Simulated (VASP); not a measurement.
# Mn (P6_3/mmc) in VASP: further runs

One crystal, Mn, is run at these levels: PBEsol; tasks: single point, relaxation of cell and atoms.

All numbers are computed with VASP 6.6.1; they aren't measurements. Logs are shortened: lines on timing, memory, paths and dates and some standing lists are left out, and cuts for length are marked.

## Step 1: The structure

The structure is hexagonal, space group P6_3/mmc (No. 194). Conventional cell: a = 2.452 Å, b = 2.452 Å, c = 3.965 Å, α = 90.00°, β = 90.00°, γ = 120.00°. Around Mn (site symmetry -6m2) lie 12 Mn at 2.44 to 2.45 Å.

The cell was built by a generator and needn't be a form met in nature.

## Step 2: Single point, PBEsol

INCAR

```
  ALGO = Fast
  EDIFF = 1E-6
  ENCUT = 520
  GGA = PS
  ISIF = 2
  ISMEAR = 0
  LASPH = T
  LCHARG = T
  LELF = T
  LREAL = F
  LVHAR = T
  LWAVE = F
  NBANDS = 20
  NELM = 100
  PREC = Accurate
  SIGMA = 0.1
```

KPOINTS

```
k-points
0
Gamma
  21 21 10
```

POSCAR

```
Mn
1.0
    2.4516549690     -0.0000002856      0.0000000000
   -1.2258272371      2.1231956273      0.0000000000
    0.0000000000      0.0000000000      3.9648544945
Mn
2
Direct
    0.0000000000      0.0000000000      0.0000000000
    0.3333333333      0.6666666667      0.5000000000
```

Potentials or basis: VASP PAW PBE potentials, release 64 (Mn_pv).

Command:

```console
> cat potpaw_PBE.64/Mn_pv/POTCAR > POTCAR
> mpirun -np 1 vasp_std > vasp.out
```

OUTCAR:

```text
EDIFF = 1E-6
   ENCUT = 520
   GGA = PS
   ISIF = 2
   ISMEAR = 0
   LASPH = T
   LREAL = F
   NELM = 100
   PREC = Accurate

 ion  position               nearest neighbor table
   1  0.000  0.000  0.000-   2 2.44   2 2.44   2 2.44   2 2.44   2 2.44   2 2.44
   2  0.333  0.667  0.500-   1 2.44   1 2.44   1 2.44   1 2.44   1 2.44   1 2.44

  LATTYP: Found a hexagonal cell.
 ALAT       =     2.4516549690
 C/A-ratio  =     1.6172155318

  Lattice vectors:

 A1 = (   2.4516549690,  -0.0000002856,   0.0000000000)
 A2 = (  -1.2258272371,   2.1231956273,   0.0000000000)
 A3 = (   0.0000000000,   0.0000000000,   3.9648544945)

Analysis of symmetry for initial positions (statically):
=====================================================================
 Subroutine PRICEL returns:
 Original cell was already a primitive cell.

 Routine SETGRP: Setting up the symmetry group for a
 hexagonal supercell.

 Subroutine GETGRP returns: Found 24 space group operations
 (whereof 12 operations were pure point group operations)
 out of a pool of 24 trial point group operations.

The static configuration has the point symmetry D_3h.
 The point group associated with its full space group is D_6h.

Analysis of symmetry for dynamics (positions and initial velocities):
=====================================================================
 Subroutine PRICEL returns:
 Original cell was already a primitive cell.

 Routine SETGRP: Setting up the symmetry group for a
 hexagonal supercell.

 Subroutine GETGRP returns: Found 24 space group operations
 (whereof 12 operations were pure point group operations)
 out of a pool of 24 trial point group operations.

The dynamic configuration has the point symmetry D_3h.
 The point group associated with its full space group is D_6h.

 Subroutine INISYM returns: Found 24 space group operations
 (whereof 12 operations are pure point group operations),
 and found     1 'primitive' translations

----------------------------------------------------------------------------------------

                                     Primitive cell

  volume of cell :      20.6384

  direct lattice vectors                    reciprocal lattice vectors
     2.451654969 -0.000000286  0.000000000     0.407887766  0.235494048  0.000000000
    -1.225827237  2.123195627  0.000000000     0.000000055  0.470988191  0.000000000
     0.000000000  0.000000000  3.964854494     0.000000000  0.000000000  0.252216065

  length of vectors
     2.451654969  2.451654969  3.964854494     0.470988191  0.470988191  0.252216065

  position of ions in fractional coordinates (direct lattice)
     0.000000000  0.000000000  0.000000000
     0.333333333  0.666666667  0.500000000

  ion indices of the primitive-cell ions
   primitive index   ion index
                 1           1
                 2           2

----------------------------------------------------------------------------------------

 KPOINTS: k-points

Automatic generation of k-mesh.
 Grid dimensions read from file:
 generate k-points for:   21   21   10

 Generating k-lattice:

  Cartesian coordinates                     Fractional coordinates (reciprocal lattice)
     0.019423227  0.011214002  0.000000000     0.047619048  0.000000000  0.000000000
     0.000000003  0.022428009  0.000000000    -0.000000000  0.047619048  0.000000000
     0.000000000  0.000000000  0.025221607     0.000000000  0.000000000  0.100000000

  Length of vectors
     0.022428009  0.022428009  0.025221607

  Shift w.r.t. Gamma in fractional coordinates (k-lattice)
     0.000000000  0.000000000  0.000000000

 Subroutine IBZKPT returns following result:
 ===========================================

 Found    288 irreducible k-points:

 Following reciprocal coordinates:
            Coordinates               Weight
  0.000000  0.000000  0.000000      1.000000
  0.047619  0.000000  0.000000      6.000000
  0.095238  0.000000  0.000000      6.000000
  0.142857  0.000000  0.000000      6.000000
  0.190476  0.000000  0.000000      6.000000
  0.238095 -0.000000  0.000000      6.000000
[... 16 lines left out ...]
  0.142857  0.095238  0.000000     12.000000
  0.190476  0.095238  0.000000     12.000000
 [... further k-points ...]
   k-points           NKPTS =    288   k-points in BZ     NKDIM =    288   number of bands    NBANDS=     20
   number of dos      NEDOS =    301   number of ions     NIONS =      2
   total plane-waves  NPLWV =   9720
   dimension x,y,z NGX =    18 NGY =   18 NGZ =   30
   dimension x,y,z NGXF=    36 NGYF=   36 NGZF=   60
   ions per type =               2
   NGX,Y,Z   is equivalent  to a cutoff of  12.21, 12.21, 12.58 a.u.
   NGXF,Y,Z  is equivalent  to a cutoff of  24.41, 24.41, 25.16 a.u.
 SYSTEM =  unknown system
   PREC   = accura    normal or accurate (medium, high low for compatibility)
   ISTART =      0    job   : 0-new  1-cont  2-samecut
   ICHARG =      2    charge: 1-file 2-atom 10-const
   ISPIN  =      1    spin polarized calculation?
   LNONCOLLINEAR =      F non collinear calculations
   LSORBIT =      F    spin-orbit coupling
   LASPH  =      T    aspherical Exc in radial PAW
   ENCUT  =  520.0 eV  38.22 Ry    6.18 a.u.   4.56  4.56  7.37*2*pi/ulx,y,z
   NELM   =    100;   NELMIN=  2; NELMDL= -5     # of ELM steps
   EDIFF  = 0.1E-05   stopping-criterion for ELM
   LREAL  =      F    real-space projection
   EDIFFG = 0.1E-04   stopping-criterion for IOM
   NSW    =      0    number of steps for IOM
   IBRION =     -1    ionic relax: 0-MD 1-quasi-New 2-CG
   NFREE  =      0    steps in history (QN), initial steepest desc. (CG)
   ISIF   =      2    stress and relaxation
   ISYM   =      2    0-nonsym 1-usesym 2-fastsym
   POTIM  = 0.5000    time-step for ionic-motion
   TEBEG  =    0.0;   TEEND  =   0.0 temperature during run
   PSTRESS=    0.0 pullay stress
   NELECT =      26.0000    total number of electrons
   NUPDOWN=      -1.0000    fix difference up-down
   EMIN   =  10.00;   EMAX   =-10.00  energy-range for DOS
   EFERMI =   0.00;   METHOD = LEGACY
   ISMEAR =     0;   SIGMA  =   0.10  broadening in eV -4-tet -1-fermi 0-gaus
   EFERMI_NEDOS =   21; number of points for ismear=-14 and -15
   IALGO  =     68    algorithm
   IMIX   =      4    mixing-type and parameters
     AMIX     =   0.40;   BMIX     =  1.00
     AMIX_MAG =   1.60;   BMIX_MAG =  1.00
  volume/ion in A,a.u.               =      10.32        69.64
  Fermi-wavevector in a.u.,A,eV,Ry     =   1.768101  3.341227 42.534280  3.126181
  Thomas-Fermi vector in A             =   2.835355
   LORBIT       =      0    0 simple, 1 ext, 2 COOP (PROOUT), +10 PAW based schemes
   GGA     = PS    functional components
   LHFCALC =     F    Hartree Fock is set to
   AEXX    =    0.0000 exact exchange contribution
   IVDW    =     0    specifies the selected vdW correction
   LEPSILON=     F    determine dielectric tensor
   LRPA    =     F    only Hartree local field effects (RPA)
 non-spin polarized calculation
 RMM-DIIS sequential band-by-band and
 Gauss-broadening in eV      SIGMA  =   0.10
  energy-cutoff  :      520.00
  volume of cell :       20.64
 maximum number of plane-waves:       574
   NGX =  9   NGY =  9   NGZ = 15

 number of electron      26.0000021 magnetization

 Free energy of the ion-electron system (eV)
  ---------------------------------------------------
  ext. energy  EPLUGINS =         0.00000000
  ---------------------------------------------------
  free energy    TOTEN  =       -19.42159367 eV

  energy without entropy =      -19.40727920  energy(sigma->0) =      -19.41443643

 E-fermi :  10.7770     XC(G=0): -14.4369

 val. band max:       10.7763577678   @ k =   0.4286   0.0952   0.2000
 cond. band min:      10.7818231860   @ k =   0.1429   0.0952   0.2000
 fundamental gap:      0.0054654182
 Fermi energy:        10.7769671355

 k-point     1 :       0.0000    0.0000    0.0000
  band No.  band energies     occupation
      1     -37.4146      2.00000
      2     -36.6491      2.00000
      3     -36.6491      2.00000
      4     -36.5292      2.00000
      5     -36.5292      2.00000
      6     -36.5190      2.00000
[... 12 lines left out ...]
     19      20.5405      0.00000
     20      31.8134      0.00000

 k-point     2 :       0.0476    0.0000    0.0000
  band No.  band energies     occupation
      1     -37.4081      2.00000
      2     -36.6635      2.00000
      3     -36.6537      2.00000
      4     -36.5443      2.00000
      5     -36.5313      2.00000
      6     -36.5214      2.00000
[... 12 lines left out ...]
     19      20.5390      0.00000
     20      31.7015      0.00000

 k-point     3 :       0.0952    0.0000    0.0000
  band No.  band energies     occupation
      1     -37.3887      2.00000
      2     -36.7057      2.00000
      3     -36.6671      2.00000
      4     -36.5879      2.00000
      5     -36.5375      2.00000
      6     -36.5288      2.00000
[... 12 lines left out ...]
     19      20.5364      0.00000
     20      31.1751      0.00000

 k-point     4 :       0.1429    0.0000    0.0000
  band No.  band energies     occupation
      1     -37.3573      2.00000
      2     -36.7720      2.00000
      3     -36.6878      2.00000
      4     -36.6553      2.00000
      5     -36.5475      2.00000
      6     -36.5413      2.00000
[... 12 lines left out ...]
     19      20.5376      0.00000
     20      29.9008      0.00000

 k-point     5 :       0.1905    0.0000    0.0000
  band No.  band energies     occupation
      1     -37.3157      2.00000
      2     -36.8568      2.00000
      3     -36.7396      2.00000
      4     -36.7135      2.00000
      5     -36.5609      2.00000
      6     -36.5588      2.00000
[... 12 lines left out ...]
     19      20.5476      0.00000
     20      28.1539      0.00000
[... 353 lines left out ...]
      6     -36.6465      2.00000
[... 12 lines left out ...]
     19      22.7885      0.00000
     20      23.4610      0.00000

 k-point    22 :       0.0952    0.0952    0.0000
  band No.  band energies     occupation
      1     -37.3391      2.00000
      2     -36.7966      2.00000
      3     -36.7395      2.00000
      4     -36.6568      2.00000
      5     -36.5624      2.00000
      6     -36.5488      2.00000
[... 12 lines left out ...]
     19      20.5466      0.00000
     20      29.6375      0.00000

 k-point    23 :       0.1429    0.0952    0.0000
  band No.  band energies     occupation
      1     -37.2984      2.00000
      2     -36.8686      2.00000
      3     -36.8094      2.00000
      4     -36.6939      2.00000
      5     -36.5819      2.00000
      6     -36.5665      2.00000
[... 12 lines left out ...]
     19      20.5740      0.00000
     20      28.1642      0.00000

 k-point    24 :       0.1905    0.0952    0.0000
  band No.  band energies     occupation
      1     -37.2496      2.00000
      2     -36.9556      2.00000
      3     -36.8838      2.00000
      4     -36.7343      2.00000
      5     -36.6023      2.00000
      6     -36.5894      2.00000
[... 12 lines left out ...]
     19      20.6215      0.00000
     20      26.3687      0.00000

 [... further k-points ...]

------------------------ aborting loop because EDIFF is reached ----------------------------------------

  FORCE on cell =-STRESS in cart. coord.  units (eV):
  Direction    XX          YY          ZZ          XY          YZ          ZX
  --------------------------------------------------------------------------------------
  -------------------------------------------------------------------------------------
  Total       -0.0026136     -0.0026136     -0.0224526     -0.0000000      0.0000000     -0.0000000
  in kB       -0.2028985     -0.2028985     -1.7430150     -0.0000000      0.0000000     -0.0000000
  external PRESSURE =      -0.7162707 kB  Pullay stress =       0.0000000 kB

 VOLUME and BASIS-vectors are now :
 -----------------------------------------------------------------------------
  energy-cutoff  :      520.00
  volume of cell :       20.64
      direct lattice vectors                 reciprocal lattice vectors
     2.451654969 -0.000000286  0.000000000     0.407887766  0.235494048  0.000000000
    -1.225827237  2.123195627  0.000000000     0.000000055  0.470988191  0.000000000
     0.000000000  0.000000000  3.964854494     0.000000000  0.000000000  0.252216065

 POSITION                                       TOTAL-FORCE (eV/Angst)
 -----------------------------------------------------------------------------------
      0.00000      0.00000      0.00000        -0.000000      0.000000      0.000000
      0.00000      1.41546      1.98243         0.000000      0.000000      0.000000
 -----------------------------------------------------------------------------------
    total drift:                                0.000000     -0.000000     -0.000000

  FREE ENERGIE OF THE ION-ELECTRON SYSTEM (eV)
  ---------------------------------------------------
  free  energy   TOTEN  =       -19.4215936662 eV

  energy  without entropy=      -19.4072792004  energy(sigma->0) =      -19.41443643
```

Run time: 49 s. Hardware: 1 thread of AMD EPYC 9R45 (Zen 5), shared host; peak memory 0.17 GiB.

What came out:

| Item | Value |
| --- | --- |
| Free energy | -19.4216 eV |
| Pressure | -0.1 GPa |
| Band gap on the k mesh | none (metal or under the smearing width) |

Levels at points of the mesh, in eV from the Fermi level:
| k point | band 10 | band 11 | band 12 | band 13 | band 14 | band 15 | band 16 | band 17 |
| --- | --- | --- | --- | --- | --- | --- | --- | --- |
| (0.00, 0.00, 0.00) | -1.01 | -1.01 | -0.50 | -0.50 | 0.05 | 0.05 | 0.80 | 1.71 |
| (0.00, 0.00, 0.50) | -1.61 | -1.09 | -1.09 | -1.09 | -1.09 | 1.26 | 1.26 | 1.26 |

Caveat: the PAW data sets were made with another functional, which shifts forces and pressure a little; the run has no spin polarisation, though such a crystal can be magnetic. Spin polarisation is off, so any magnetic state and its effect on volume and gap are missing.

(Part 1 of 2 ends here.)
